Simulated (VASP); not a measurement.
CdF2:

```
CELL_PARAMETERS angstrom
0.00000 2.69400 2.69400
2.69400 0.00000 2.69400
2.69400 2.69400 0.00000
ATOMIC_POSITIONS crystal
Cd 0.00000 0.00000 0.00000
F 0.75000 0.75000 0.75000
F 0.25000 0.25000 0.25000
```

Program: VASP 6.6.1. Alike in all runs: task band structure; no spin polarisation; cell as given; k mesh 10 × 10 × 10; cutoff (eV) 520; smearing gaussian 0.02 eV.

Problem. Order these runs on this cell by their band gap on the k mesh, lowest first.
A. level TB-mBJ; potentials or basis VASP PAW PBE potentials, release 64 (Cd, F)
B. level PBE; potentials or basis VASP PAW PBE potentials, release 64 (Cd, F)
C. level r2SCAN; potentials or basis VASP PAW PBE potentials, release 64 (Cd, F)
D. level LDA; potentials or basis VASP PAW LDA potentials, release 64 (Cd, F)

Solution. D (2.80 eV), B (3.08 eV), C (3.76 eV), A (6.62 eV).

